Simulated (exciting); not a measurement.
# Ti3Al (Fm-3m) in exciting: reference runs

How does Ti3Al come out in PBEsol? The cell is run as given.

Program: exciting (release sodium). These are calculated values, not measurements. Logs are shortened: lines on timing, memory, paths and dates and some standing lists are left out, and cuts for length are marked.

## 1. Starting point

It takes space group Fm-3m (No. 225, cubic). The conventional cell has a = 6.464 Å, b = 6.464 Å, c = 6.464 Å, α = 90.00°, β = 90.00°, γ = 90.00°. Ti (site symmetry m-3m) is surrounded by 8 Ti at 2.80 Å. Ti (site symmetry -43m) is surrounded by 4 Ti at 2.80 Å and 4 Al at 2.80 Å. Al (site symmetry m-3m) is surrounded by 8 Ti at 2.80 Å.

The cell comes from a database or a generator and needn't be the stable form of this composition.

## 2. Single point, PBEsol

input.xml reads:

```xml
<input>
  <title>Ti3Al</title>
  <structure speciespath="./" tshift="false">
    <crystal scale="1">
      <basevect>0.000000000000 6.107180984769 6.107180984769</basevect>
      <basevect>6.107180984769 0.000000000000 6.107180984769</basevect>
      <basevect>6.107180984769 6.107180984769 0.000000000000</basevect>
    </crystal>
    <species speciesfile="Ti.xml" rmt="2">
      <atom coord="0.000000000000 0.000000000000 0.000000000000"/>
      <atom coord="0.250000000000 0.250000000000 0.250000000000"/>
      <atom coord="0.750000000000 0.750000000000 0.750000000000"/>
    </species>
    <species speciesfile="Al.xml" rmt="2">
      <atom coord="0.500000000000 0.500000000000 0.500000000000"/>
    </species>
  </structure>
  <groundstate do="fromscratch" ngridk="7 7 7" rgkmax="9" gmaxvr="14" lmaxapw="10" lmaxmat="10" lmaxvr="8" xctype="GGA_PBE_SOL" stype="Fermi Dirac" swidth="0.00183747" nempty="26" ValenceRelativity="iora*" epsengy="1e-05" epspot="1e-05" maxscl="60" tforce="true" outputlevel="normal"/>
</input>
```

Potentials or basis: all-electron LAPW+lo, shipped species files, valence relativity iora*.

Launch:

```bash
$ OMP_NUM_THREADS=1 exciting_smp
```

INFO.OUT:

```text
================================================================================
EXCITING SODIUM started
[... 10 lines left out ...]

 Lattice vectors (cartesian) :
      0.0000000000      6.1071809848      6.1071809848
      6.1071809848      0.0000000000      6.1071809848
      6.1071809848      6.1071809848      0.0000000000

 Reciprocal lattice vectors (cartesian) :
     -0.5144096206      0.5144096206      0.5144096206
      0.5144096206     -0.5144096206      0.5144096206
      0.5144096206      0.5144096206     -0.5144096206

 Unit cell volume                           :     455.5671147356
 Brillouin zone volume                      :       0.5444866528

 Species :    1 (Ti)
     parameters loaded from                 :    Ti.xml
     name                                   :    titanium
     nuclear charge                         :     -22.00000000
     electronic charge                      :      22.00000000
     atomic mass                            :   87256.20311000
     muffin-tin radius                      :       2.00000000
     # of radial points in muffin-tin       :     350

     atomic positions (lattice) :
       1 :   0.00000000  0.00000000  0.00000000
       2 :   0.25000000  0.25000000  0.25000000
       3 :   0.75000000  0.75000000  0.75000000

 Species :    2 (Al)
     parameters loaded from                 :    Al.xml
     name                                   :    aluminium
     nuclear charge                         :     -13.00000000
     electronic charge                      :      13.00000000
     atomic mass                            :   49184.33493000
     muffin-tin radius                      :       2.00000000
     # of radial points in muffin-tin       :     300

     atomic positions (lattice) :
       1 :   0.50000000  0.50000000  0.50000000

 Total number of atoms per unit cell        :       4

 Spin treatment                             :    spin-unpolarised

 Number of Bravais lattice symmetries       :      48
 Number of crystal symmetries               :      48

 k-point grid                               :       7    7    7
 Total number of k-points                   :      20
 k-point set is reduced with crystal symmetries

 R^MT_min * |G+k|_max (rgkmax)              :       9.00000000
 Species with R^MT_min                      :       1 (Ti)
 Maximum |G+k| for APW functions            :       4.50000000
 Maximum |G| for potential and density      :      14.00000000

 G-vector grid sizes                        :      40    40    40
 Total number of G-vectors                  :   21187

 Maximum angular momentum used for
     APW functions                          :      10
     computing H and O matrix elements      :      10
     potential and density                  :       8
     inner part of muffin-tin               :       2

 Total nuclear charge                       :     -79.00000000
 Total electronic charge                    :      79.00000000
 Total core charge                          :      34.00000000
 Total valence charge                       :      45.00000000

 Number of empty states                     :      26
 Total number of valence states             :      49

 Maximum Hamiltonian size                   :     771
 Maximum number of plane-waves              :     725
 Total number of local-orbitals             :      46

 Exchange-correlation type                  :      22
     PBEsol, Phys. Rev. Lett. 100, 136406 (2008)
     Generalised gradient approximation (GGA)

[... 20 lines left out ...]
+ SCF iteration number :    1                                                  +
++++++++++++++++++++++++++++++++++++++++++++++++++++++++++++++++++++++++++++++++
 Total energy                               :     -2793.32620705
 _______________________________________________________________
 Fermi energy                               :         0.32309128
 Kinetic energy                             :      2829.15041886
 Coulomb energy                             :     -5481.02309318
 Exchange energy                            :      -137.58089306
 Correlation energy                         :        -3.87263966

 DOS at Fermi energy (states/Ha/cell)       :       192.44724454

 Electron charges :
     core                                   :        34.00000000
     core leakage                           :         0.00141874
     valence                                :        45.00000000
     interstitial                           :         9.91613650
     charge in muffin-tin spheres :
                  atom     1    Ti          :        19.57808154
                  atom     2    Ti          :        19.29174807
                  atom     3    Ti          :        19.29174807
                  atom     4    Al          :        10.92228582
     total charge in muffin-tins            :        69.08386350
     total charge                           :        79.00000000

++++++++++++++++++++++++++++++++++++++++++++++++++++++++++++++++++++++++++++++++
+ SCF iteration number :    2                                                  +
++++++++++++++++++++++++++++++++++++++++++++++++++++++++++++++++++++++++++++++++
 Total energy                               :     -2798.68019607
 _______________________________________________________________
 Fermi energy                               :         0.31760207
 Kinetic energy                             :      2826.43088661
 Coulomb energy                             :     -5483.41333733
 Exchange energy                            :      -137.82378387
 Correlation energy                         :        -3.87396148

 DOS at Fermi energy (states/Ha/cell)       :       219.76820367

 Electron charges :
     core                                   :        34.00000000
     core leakage                           :         0.00140670
     valence                                :        45.00000000
     interstitial                           :         9.64924341
     charge in muffin-tin spheres :
                  atom     1    Ti          :        19.28200764
                  atom     2    Ti          :        19.58739218
                  atom     3    Ti          :        19.58739218
                  atom     4    Al          :        10.89396459
     total charge in muffin-tins            :        69.35075659
     total charge                           :        79.00000000

 RMS change in effective potential (target) :  0.844917E-01  ( 0.100000E-04)
 Absolute change in total energy   (target) :   5.35399      ( 0.100000E-04)
 Charge distance                   (target) :  0.159056E-01  ( 0.100000E-04)
 Abs. change in max-nonIBS-force   (target) :   0.00000      ( 0.500000E-04)

++++++++++++++++++++++++++++++++++++++++++++++++++++++++++++++++++++++++++++++++
+ SCF iteration number :    3                                                  +
++++++++++++++++++++++++++++++++++++++++++++++++++++++++++++++++++++++++++++++++
 Total energy                               :     -2801.67008091
 _______________________________________________________________
 Fermi energy                               :         0.31044198
 Kinetic energy                             :      2824.77248453
 Coulomb energy                             :     -5484.61071933
 Exchange energy                            :      -137.95690029
 Correlation energy                         :        -3.87494583

 DOS at Fermi energy (states/Ha/cell)       :       220.94662262
[... 435 lines left out ...]
 Electron charges :
     core                                   :        34.00000000
     core leakage                           :         0.00137346
     valence                                :        45.00000000
     interstitial                           :         9.50431085
     charge in muffin-tin spheres :
                  atom     1    Ti          :        19.55841625
                  atom     2    Ti          :        19.51198793
                  atom     3    Ti          :        19.51198793
                  atom     4    Al          :        10.91329704
     total charge in muffin-tins            :        69.49568915
     total charge                           :        79.00000000

 RMS change in effective potential (target) :  0.506651E-07  ( 0.100000E-04)
 Absolute change in total energy   (target) :  0.898279E-05  ( 0.100000E-04)
 Charge distance                   (target) :  0.234699E-07  ( 0.100000E-04)
 Abs. change in max-nonIBS-force   (target) :   0.00000      ( 0.500000E-04)

++++++++++++++++++++++++++++++++++++++++++++++++++++++++++++++++++++++++++++++++
+ SCF iteration number :   18                                                  +
++++++++++++++++++++++++++++++++++++++++++++++++++++++++++++++++++++++++++++++++
 Total energy                               :     -2800.97921261
 _______________________________________________________________
 Fermi energy                               :         0.31634726
 Kinetic energy                             :      2825.13004384
 Coulomb energy                             :     -5484.30024235
 Exchange energy                            :      -137.93462578
 Correlation energy                         :        -3.87438832

 DOS at Fermi energy (states/Ha/cell)       :       224.29808929

 Electron charges :
     core                                   :        34.00000000
     core leakage                           :         0.00137346
     valence                                :        45.00000000
     interstitial                           :         9.50431091
     charge in muffin-tin spheres :
                  atom     1    Ti          :        19.55841603
                  atom     2    Ti          :        19.51198799
                  atom     3    Ti          :        19.51198799
                  atom     4    Al          :        10.91329708
     total charge in muffin-tins            :        69.49568909
     total charge                           :        79.00000000

 RMS change in effective potential (target) :  0.120389E-07  ( 0.100000E-04)
 Absolute change in total energy   (target) :  0.211149E-05  ( 0.100000E-04)
 Charge distance                   (target) :  0.751801E-08  ( 0.100000E-04)
 Abs. change in max-nonIBS-force   (target) :   0.00000      ( 0.500000E-04)

++++++++++++++++++++++++++++++++++++++++++++++++++++++++++++++++++++++++++++++++
| Convergency criteria checked for the last 2 iterations                       +
| Convergence targets achieved. Performing final SCF iteration                 +
++++++++++++++++++++++++++++++++++++++++++++++++++++++++++++++++++++++++++++++++
 Total energy                               :     -2800.97921128
 _______________________________________________________________
 Fermi energy                               :         0.31634726
 Kinetic energy                             :      2825.13004468
 Coulomb energy                             :     -5484.30024194
 Exchange energy                            :      -137.93462570
 Correlation energy                         :        -3.87438832

 DOS at Fermi energy (states/Ha/cell)       :       224.29806891

 Electron charges :
     core                                   :        34.00000000
     core leakage                           :         0.00137346
     valence                                :        45.00000000
     interstitial                           :         9.50431105
     charge in muffin-tin spheres :
                  atom     1    Ti          :        19.55841587
                  atom     2    Ti          :        19.51198798
                  atom     3    Ti          :        19.51198798
                  atom     4    Al          :        10.91329711
     total charge in muffin-tins            :        69.49568895
     total charge                           :        79.00000000

++++++++++++++++++++++++++++++++++++++++++++++++++++++++++++++++++++++++++++++++
+ Self-consistent loop stopped                                                 +
++++++++++++++++++++++++++++++++++++++++++++++++++++++++++++++++++++++++++++++++
 STATE.OUT is written

--------------------------------------------------------------------------------
- Writing atomic positions and forces                                          -
--------------------------------------------------------------------------------

 Atomic positions (lattice) :
 atom     1  Ti  :     0.00000000    0.00000000    0.00000000
 atom     2  Ti  :     0.25000000    0.25000000    0.25000000
 atom     3  Ti  :     0.75000000    0.75000000    0.75000000
 atom     4  Al  :     0.50000000    0.50000000    0.50000000

 Total atomic forces including IBS (cartesian) :
 atom     1  Ti  :    -0.00000000   -0.00000000   -0.00000000
 atom     2  Ti  :    -0.00000000   -0.00000000   -0.00000000
 atom     3  Ti  :     0.00000000    0.00000000    0.00000000
 atom     4  Al  :     0.00000000    0.00000000    0.00000000

 Atomic force components including IBS (cartesian) :
 atom     1  Ti  :    -0.00000000   -0.00000000   -0.00000000   HF force
                 :    -0.00000000    0.00000000    0.00000000   core correction
                 :     0.00000000    0.00000000    0.00000000   IBS correction
 atom     2  Ti  :     0.00000000    0.00000000   -0.00000000   HF force
                 :     0.00000000    0.00000000    0.00000000   core correction
                 :     0.00000000    0.00000000   -0.00000000   IBS correction
 atom     3  Ti  :     0.00000000   -0.00000000    0.00000000   HF force
                 :    -0.00000000   -0.00000000   -0.00000000   core correction
                 :    -0.00000000   -0.00000000    0.00000000   IBS correction
 atom     4  Al  :    -0.00000000    0.00000000    0.00000000   HF force
                 :     0.00000000    0.00000000   -0.00000000   core correction
                 :     0.00000000    0.00000000    0.00000000   IBS correction

********************************************************************************
[... 7 lines left out ...]
| EXCITING SODIUM stopped                                                      =
================================================================================
```

It took 6.1 min on 1 thread of AMD EPYC 7R43 (Zen 3), shared host; peak memory 0.21 GiB.

Results:

- Free energy: -76218.5937 eV
- Band gap on the k mesh: none (metal or under the smearing width)
- All electrons inside the program's atomic spheres: Ti 19.56, 19.51; Al 10.91 (radii Ti 2.0, Al 2.0 bohr)

Levels at points of the mesh, in eV from the Fermi level:
| k point | band 18 | band 19 | band 20 | band 21 | band 22 | band 23 | band 24 | band 25 | band 26 | band 27 |
| --- | --- | --- | --- | --- | --- | --- | --- | --- | --- | --- |
| (0.00, 0.00, 0.00) | -1.69 | -1.69 | -1.63 | -1.63 | 0.02 | 0.02 | 0.02 | 2.25 | 2.25 | 2.25 |

Caveat: the log's total energy holds no entropy term; the free energy is that total less TS from the occupations.
